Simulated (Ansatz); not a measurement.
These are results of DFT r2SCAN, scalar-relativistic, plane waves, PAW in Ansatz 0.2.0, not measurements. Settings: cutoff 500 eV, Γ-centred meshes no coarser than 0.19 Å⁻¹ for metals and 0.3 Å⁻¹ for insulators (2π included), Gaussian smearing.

All energies are static (0 K, no zero-point motion). Only the structures computed here compete, so a lower one can exist. The k mesh leaves about 4 meV/atom of noise in metals. No run is spin-polarised.

Question: Order these relaxed structures of SiNi₂ by energy, lowest first, with the energy over the lowest of them.
A.

Space group P6/mmm (No. 191). a = 3.917 Å, b = 3.917 Å, c = 2.446 Å, α = 90.00°, β = 90.00°, γ = 120.00°
```json
{"atom": "Si", "site": "1a", "symmetry": "6/mmm", "x": "0.0000", "y": "0.0000", "z": "0.0000"}
{"atom": "Ni", "site": "2d", "symmetry": "-6m2", "x": "0.3333", "y": "0.6667", "z": "0.5000"}
```

B.

Space group P6_3/mmc (No. 194). a = 3.870 Å, b = 3.870 Å, c = 4.927 Å, α = 90.00°, β = 90.00°, γ = 120.00°
| atom | site | symmetry | x | y | z |
| --- | --- | --- | --- | --- | --- |
| Si | 2d | -6m2 | 0.3333 | 0.6667 | 0.7500 |
| Ni | 2a | -3m. | 0.0000 | 0.0000 | 0.0000 |
| Ni | 2c | -6m2 | 0.3333 | 0.6667 | 0.2500 |

C.

Space group Pnma (No. 62). a = 4.940 Å, b = 3.695 Å, c = 7.007 Å, α = 90.00°, β = 90.00°, γ = 90.00°
```json
{"atom": "Si", "site": "4c", "symmetry": ".m.", "x": "0.2893", "y": "0.2500", "z": "0.3856"}
{"atom": "Ni", "site": "4c", "symmetry": ".m.", "x": "0.9580", "y": "0.2500", "z": "0.7946"}
{"atom": "Ni", "site": "4c", "symmetry": ".m.", "x": "0.3296", "y": "0.2500", "z": "0.0601"}
```

Answer: C (0 meV/atom), B (50 meV/atom), A (468 meV/atom).